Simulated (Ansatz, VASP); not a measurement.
Br: VASP beside Ansatz

The input INCAR:

```
SYSTEM = Br
  ALGO = Normal
  EDIFF = 1E-7
  ENCUT = 520
  GGA = PE
  ISIF = 2
  ISMEAR = -1
  LASPH = .TRUE.
  LCHARG = .FALSE.
  LREAL = .FALSE.
  LWAVE = .FALSE.
  NBANDS = 10
  NELM = 60
  PREC = Accurate
  SIGMA = 0.05
```

File KPOINTS:

```
k-points
0
G
  14 14 14
  0 0 0
```

Contents of POSCAR:

```
Br
1.0
    0.0000000000      2.1556998532      2.1556998532
    2.1556998532      0.0000000000      2.1556998532
    2.1556998532      2.1556998532      0.0000000000
Br
1
Direct
    0.0000000000      0.0000000000      0.0000000000
```

Input for Ansatz:

```yaml
crystal:
  lattice:
    - [0.0, 2.1556998532, 2.1556998532]
    - [2.1556998532, 0.0, 2.1556998532]
    - [2.1556998532, 2.1556998532, 0.0]
  atoms:
    - { symbol: Br, position: [0.0, 0.0, 0.0] }
kpoints:
  mp_grid: { grid: [14, 14, 14] }
scf:
  occupations: { method: fermi_dirac, width: 0.05 }
hamiltonian:
  xc: pbe
  pseudopotentials: { kind: all_electron, lapw: { basis_error: 0.001 } }
output:
  forces: true
  stress: true
  eigenvalues: true
  populations: true
```

Change from the starting cell: volume scaled by 0.76, LAPW.

Alike in both runs: task single point; functional PBE; k mesh 14 × 14 × 14; occupations fermi-dirac, width 0.05 eV; no spin polarisation.

```csv
,VASP,Ansatz
version,VASP 6.6.1,Ansatz 0.2.0
potentials or method,"VASP PAW PBE potentials, release 64 (Br)","all-electron LAPW, scalar-relativistic"
plane-wave cutoff (eV),520,see its input
```

|  | VASP | Ansatz | Ansatz less VASP |
| --- | --- | --- | --- |
| pressure (GPa) | 15.9 | 15.9 | -0.01 |

Ansatz ran all-electron here, so the differences hold the error of VASP's frozen core and of both bases.

Caveats: so large a pressure means that the cell lies far from this level's equilibrium, or that cutoff or potentials fall short (VASP); an odd number of electrons without spin polarisation forces a metal; a magnetic or distorted state may lie lower.
